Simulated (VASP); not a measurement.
# CdS (Cm) in VASP: notebook

Runs on CdS. Level: PBE. Tasks: single point.

Everything below comes from runs of VASP 6.6.1. Logs are shortened: lines on timing, memory, paths and dates and some standing lists are left out, and cuts for length are marked.

### 1 The cell of the first run

Symmetry: Cm, No. 8, monoclinic system. Conventional cell: a = 5.506 Å, b = 5.506 Å, c = 3.894 Å, α = 90.00°, β = 135.00°, γ = 90.00°. Cd (site symmetry m) has 5 S at 2.56 to 2.86 Å as nearest neighbours. S (site symmetry m) has 5 Cd at 2.56 to 2.86 Å as nearest neighbours.

The cell comes from a database or a generator and needn't be the stable form of this composition.

### 2 Single point, PBE (atom 2 (S) moved by (-0.200, -0.100) A along y and z)

INCAR reads:

```
SYSTEM = CdS
ALGO = Fast
EDIFF = 1E-6
ENCUT = 520
GGA = PE
ISIF = 2
ISMEAR = 0
LASPH = .TRUE.
LCHARG = .FALSE.
LREAL = .FALSE.
LWAVE = .FALSE.
NBANDS = 16
NELM = 100
PREC = Accurate
SIGMA = 0.03
```

KPOINTS reads:

```
k-points
0
G
  10 10 10
  0 0 0
```

POSCAR reads:

```
CdS
1.0
    0.0000000000      2.7532440000      2.7532440000
    2.7532440000      0.0000000000      2.7532440000
    2.7532440000      2.7532440000      0.0000000000
Cd S
1 1
Direct
    0.0000000000      0.0000000000      0.0000000000
    0.4455188134      0.5181603955      0.4818396045
```

Potentials or basis: VASP PAW PBE potentials, release 64 (Cd, S).

Command:

```
cat potpaw_PBE.64/Cd/POTCAR potpaw_PBE.64/S/POTCAR > POTCAR
mpirun -np 1 vasp_std > vasp.out
```

OUTCAR:

```text
SYSTEM = CdS
   EDIFF = 1E-6
   ENCUT = 520
   GGA = PE
   ISIF = 2
   ISMEAR = 0
   LASPH = .TRUE.
   LREAL = .FALSE.
   NELM = 100
   PREC = Accurate

 ion  position               nearest neighbor table
   1  0.000  0.000  0.000-   2 2.56   2 2.66   2 2.76   2 2.76   2 2.86   2 2.95
   2  0.446  0.518  0.482-   1 2.56   1 2.66   1 2.76   1 2.76   1 2.86   1 2.95

  LATTYP: Found a face centered cubic cell.
 ALAT       =     5.5064880000

  Lattice vectors:

 A1 = (   0.0000000000,   2.7532440000,   2.7532440000)
 A2 = (   2.7532440000,   0.0000000000,   2.7532440000)
 A3 = (   2.7532440000,   2.7532440000,   0.0000000000)

Analysis of symmetry for initial positions (statically):
=====================================================================
 Subroutine PRICEL returns:
 Original cell was already a primitive cell.

 Routine SETGRP: Setting up the symmetry group for a
 face centered cubic supercell.

 Subroutine GETGRP returns: Found  2 space group operations
 (whereof  2 operations were pure point group operations)
 out of a pool of 48 trial point group operations.

The static configuration has the point symmetry C_1h.

Analysis of symmetry for dynamics (positions and initial velocities):
=====================================================================
 Subroutine PRICEL returns:
 Original cell was already a primitive cell.

 Routine SETGRP: Setting up the symmetry group for a
 face centered cubic supercell.

 Subroutine GETGRP returns: Found  2 space group operations
 (whereof  2 operations were pure point group operations)
 out of a pool of 48 trial point group operations.

The dynamic configuration has the point symmetry C_1h.

 Subroutine INISYM returns: Found  2 space group operations
 (whereof  2 operations are pure point group operations),
 and found     1 'primitive' translations

----------------------------------------------------------------------------------------

                                     Primitive cell

  volume of cell :      41.7411

  direct lattice vectors                    reciprocal lattice vectors
     0.000000000  2.753244000  2.753244000    -0.181603955  0.181603955  0.181603955
     2.753244000  0.000000000  2.753244000     0.181603955 -0.181603955  0.181603955
     2.753244000  2.753244000  0.000000000     0.181603955  0.181603955 -0.181603955

  length of vectors
[... 75 lines left out ...]
   ICHARG =      2    charge: 1-file 2-atom 10-const
   ISPIN  =      1    spin polarized calculation?
   LNONCOLLINEAR =      F non collinear calculations
   LSORBIT =      F    spin-orbit coupling
   LASPH  =      T    aspherical Exc in radial PAW
   ENCUT  =  520.0 eV  38.22 Ry    6.18 a.u.   7.24  7.24  7.24*2*pi/ulx,y,z
   NELM   =    100;   NELMIN=  2; NELMDL= -5     # of ELM steps
   EDIFF  = 0.1E-05   stopping-criterion for ELM
[... 8 lines left out ...]
   TEBEG  =    0.0;   TEEND  =   0.0 temperature during run
   PSTRESS=    0.0 pullay stress
   NELECT =      18.0000    total number of electrons
   NUPDOWN=      -1.0000    fix difference up-down
   EMIN   =  10.00;   EMAX   =-10.00  energy-range for DOS
   EFERMI =   0.00;   METHOD = LEGACY
   ISMEAR =     0;   SIGMA  =   0.03  broadening in eV -4-tet -1-fermi 0-gaus
   EFERMI_NEDOS =   21; number of points for ismear=-14 and -15
   IALGO  =     68    algorithm
   IMIX   =      4    mixing-type and parameters
     AMIX     =   0.40;   BMIX     =  1.00
     AMIX_MAG =   1.60;   BMIX_MAG =  1.00
  volume/ion in A,a.u.               =      20.87       140.84
  Fermi-wavevector in a.u.,A,eV,Ry     =   1.236833  2.337275 20.813583  1.529755
  Thomas-Fermi vector in A             =   2.371425
   LORBIT       =      0    0 simple, 1 ext, 2 COOP (PROOUT), +10 PAW based schemes
   GGA     = PE    functional components
   LHFCALC =     F    Hartree Fock is set to
   AEXX    =    0.0000 exact exchange contribution
   IVDW    =     0    specifies the selected vdW correction
   LEPSILON=     F    determine dielectric tensor
   LRPA    =     F    only Hartree local field effects (RPA)
 non-spin polarized calculation
 RMM-DIIS sequential band-by-band and
 Gauss-broadening in eV      SIGMA  =   0.03
  energy-cutoff  :      520.00
  volume of cell :       41.74
 maximum number of plane-waves:      1158
 NGX is ok and might be reduce to    30
   NGX = 15   NGY = 15   NGZ = 15

 number of electron      18.0000006 magnetization

 Free energy of the ion-electron system (eV)
  ---------------------------------------------------
  ext. energy  EPLUGINS =         0.00000000
  ---------------------------------------------------
  free energy    TOTEN  =        -5.83965070 eV

  energy without entropy =       -5.83965070  energy(sigma->0) =       -5.83965070

 E-fermi :   2.8512     XC(G=0): -10.2916

 val. band max:        2.6967687417   @ k =   0.2000   0.0000  -0.2000
 cond. band min:       3.0459261056   @ k =   0.0000   0.5000   0.5000
 fundamental gap:      0.3491573639
 Fermi energy:         2.8511692502

 k-point     1 :       0.0000    0.0000    0.0000
  band No.  band energies     occupation
      1      -9.9797      2.00000
      2      -4.9355      2.00000
      3      -4.8930      2.00000
      4      -4.8838      2.00000
      5      -4.8573      2.00000
      6      -4.8565      2.00000
[... 433 lines left out ...]
      3      -5.0059      2.00000
      4      -4.9126      2.00000
      5      -4.7728      2.00000
      6      -4.7405      2.00000
[... 8 lines left out ...]
     15      14.5410      0.00000
     16      14.7177      0.00000

 [... further k-points ...]

------------------------ aborting loop because EDIFF is reached ----------------------------------------

  FORCE on cell =-STRESS in cart. coord.  units (eV):
  Direction    XX          YY          ZZ          XY          YZ          ZX
  --------------------------------------------------------------------------------------
  -------------------------------------------------------------------------------------
  Total       -0.0706330      0.8996049      0.1591489      0.0000000     -0.0729303      0.0000000
  in kB       -2.7111523     34.5301361      6.1087202      0.0000000     -2.7993307      0.0000000
  external PRESSURE =      12.6425680 kB  Pullay stress =       0.0000000 kB

 VOLUME and BASIS-vectors are now :
 -----------------------------------------------------------------------------
  energy-cutoff  :      520.00
  volume of cell :       41.74
      direct lattice vectors                 reciprocal lattice vectors
     0.000000000  2.753244000  2.753244000    -0.181603955  0.181603955  0.181603955
     2.753244000  0.000000000  2.753244000     0.181603955 -0.181603955  0.181603955
     2.753244000  2.753244000  0.000000000     0.181603955  0.181603955 -0.181603955

 POSITION                                       TOTAL-FORCE (eV/Angst)
 -----------------------------------------------------------------------------------
      0.00000      0.00000      0.00000         0.000000     -0.372178     -0.118124
      2.75324      2.55324      2.65324         0.000000      0.372178      0.118124
 -----------------------------------------------------------------------------------
    total drift:                                0.000000     -0.001615     -0.000818

  FREE ENERGIE OF THE ION-ELECTRON SYSTEM (eV)
  ---------------------------------------------------
  free  energy   TOTEN  =        -5.8396507049 eV

  energy  without entropy=       -5.8396507049  energy(sigma->0) =       -5.83965070
```

OSZICAR:

```text
N       E                     dE             d eps       ncg     rms          rms(c)
DAV:   1     0.107502441224E+03    0.10750E+03   -0.93370E+03  9336   0.106E+03
DAV:   2    -0.262007351881E+01   -0.11012E+03   -0.10282E+03 11120   0.256E+02
DAV:   3    -0.641274017749E+01   -0.37927E+01   -0.37862E+01 11152   0.497E+01
DAV:   4    -0.643055856258E+01   -0.17818E-01   -0.17817E-01 11368   0.339E+00
DAV:   5    -0.643073143332E+01   -0.17287E-03   -0.17287E-03 11200   0.323E-01    0.748E+00
RMM:   6    -0.586955260209E+01    0.56118E+00   -0.70190E-01  9270   0.505E+00    0.636E+00
RMM:   7    -0.584169946746E+01    0.27853E-01   -0.12910E-01  9494   0.210E+00    0.300E+00
RMM:   8    -0.583947892163E+01    0.22205E-02   -0.10027E-02 10305   0.956E-01    0.657E-01
RMM:   9    -0.583958454722E+01   -0.10563E-03   -0.19995E-03 10510   0.365E-01    0.141E-01
RMM:  10    -0.583962633923E+01   -0.41792E-04   -0.23774E-04 10780   0.113E-01    0.615E-02
RMM:  11    -0.583965096083E+01   -0.24622E-04   -0.75056E-05 10230   0.686E-02    0.289E-02
RMM:  12    -0.583965037535E+01    0.58548E-06   -0.13105E-05 10701   0.275E-02    0.174E-02
RMM:  13    -0.583965070486E+01   -0.32951E-06   -0.29957E-06  8782   0.132E-02
   1 F= -.58396507E+01 E0= -.58396507E+01  d E =-.369811E-15
```

stdout:

```text
POSCAR found type information on POSCAR CdS
 POSCAR found :  2 types and       2 ions
 scaLAPACK will be used
 LDA part: xc-table for (Slater+PW92), standard interpolation
 POSCAR, INCAR and KPOINTS ok, starting setup
 FFT: planning ... GRIDC
 FFT: planning ... GRID_SOFT
 FFT: planning ... GRID
 WAVECAR not read
 entering main loop
```

Run time: 1.9 min. Hardware: 1 thread of AMD EPYC 9R45 (Zen 5), shared host; peak memory 0.27 GiB.

Results:

```
Free energy            : -5.8397 eV
Pressure               : 1.3 GPa
Largest force          : 0.390 eV/Å
Band gap on the k mesh : 0.35 eV, indirect (least direct gap 1.47 eV)
```

Forces on the atoms (eV/Å):
```
Cd   0.000 -0.372 -0.118
S    0.000  0.372  0.118
```

Levels at points of the mesh, in eV from the valence-band top:
```csv
k point,band 6,band 7,band 8,band 9,band 10,band 11,band 12,band 13
"(0.00, 0.00, 0.00)",-7.55,-0.65,-0.62,-0.60,0.87,8.94,8.99,9.23
"(0.50, 0.00, 0.00)",-7.37,-4.71,-0.04,-0.01,3.58,5.96,6.04,6.69
"(0.00, 0.50, 0.00)",-7.37,-4.77,-0.10,-0.05,3.64,6.03,6.07,6.73
"(0.50, 0.50, 0.00)",-6.66,-4.11,-2.05,-1.96,0.35,5.95,9.78,11.26
"(0.00, 0.50, 0.50)",-6.66,-4.08,-2.04,-1.96,0.35,5.92,9.76,11.23
"(0.50, 0.00, 0.50)",-6.66,-4.17,-2.04,-2.02,0.37,6.06,9.86,11.20
```

A k mesh can miss the band edges.

[end of part 1 of 2]
